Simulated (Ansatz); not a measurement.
Runs of Ansatz 0.2.0 on GaAs. It takes space group F-43m (No. 216, cubic). Conventional cell: a = 5.654 Å, b = 5.654 Å, c = 5.654 Å, α = 90.00°, β = 90.00°, γ = 90.00°. Around As (site symmetry -43m) lie 4 Ga at 2.45 Å. Ga (site symmetry -43m) is surrounded by 4 As at 2.45 Å. 

```tsv
task	level	potentials or basis	spin	cell	k mesh	cutoff (eV)	smearing	basis error allowed	mesh quality	gap on the mesh (eV)	pressure (GPa)	relaxed volume (Å³/atom)
single point	HSE06	all-electron PAW datasets made for the crystal	off	as given	4 × 4 × 4	360	fermi-dirac 0.05 eV	-	coarse	1.49	-	-
relaxation of cell and atoms	RPBE	all-electron LAPW, scalar-relativistic	off	relaxed	8 × 8 × 8	-	fermi-dirac 0.05 eV	0.001 eV/atom	not flagged	-	0.0	24.44
relaxation of cell and atoms	RPBE+D3(BJ)	all-electron LAPW, scalar-relativistic	off	relaxed	8 × 8 × 8	-	fermi-dirac 0.05 eV	0.001 eV/atom	not flagged	1.31	0.0	20.75
single point	PBE	all-electron PAW datasets made for the crystal	off	as given	6 × 6 × 6	220	fermi-dirac 0.05 eV	-	not flagged	0.52	3.3	-
relaxation of cell and atoms	revPBE+D4	all-electron LAPW, scalar-relativistic	off	relaxed	8 × 8 × 8	-	fermi-dirac 0.05 eV	0.001 eV/atom	not flagged	(b)	0.0	22.39
relaxation of cell and atoms	RPBE	all-electron LAPW, point nuclei	collinear, ferromagnetic start	relaxed	8 × 8 × 8	-	methfessel-paxton 0.1 eV	0.002 eV/atom	not flagged	0.08	0.0	24.43
single point	PBE0	all-electron PAW datasets made for the crystal	off	as given	6 × 6 × 6	360	fermi-dirac 0.05 eV	-	not flagged	2.02	-	-
single point	PBE	all-electron LAPW, scalar-relativistic	off	as given	6 × 6 × 6	291	fermi-dirac 0.04 eV	0.002 eV/atom	not flagged	0.52	3.3	-
relaxation of cell and atoms	PBEsol+D3(BJ)	all-electron LAPW, scalar-relativistic	off	relaxed	8 × 8 × 8	-	fermi-dirac 0.05 eV	0.001 eV/atom	not flagged	0.65	0.0	21.98
single point	PBE	all-electron LAPW, scalar-relativistic	off	as given	6 × 6 × 6	267	fermi-dirac 0.06 eV	0.004 eV/atom	not flagged	0.52	3.3	-
single point	PBE	all-electron LAPW, scalar-relativistic	off	as given	4 × 4 × 4	291	fermi-dirac 0.04 eV	0.002 eV/atom	coarse	(a)	3.5	-
```

**Question.** Estimate the missing entries.

**Answer.** (a) 0.51; (b) 0.68.

Caveats: some runs use coarse meshes.

A k mesh can miss the band edges, and the runs leave out spin-orbit coupling on As, Ga.

Not every run made on this cell is shown here.
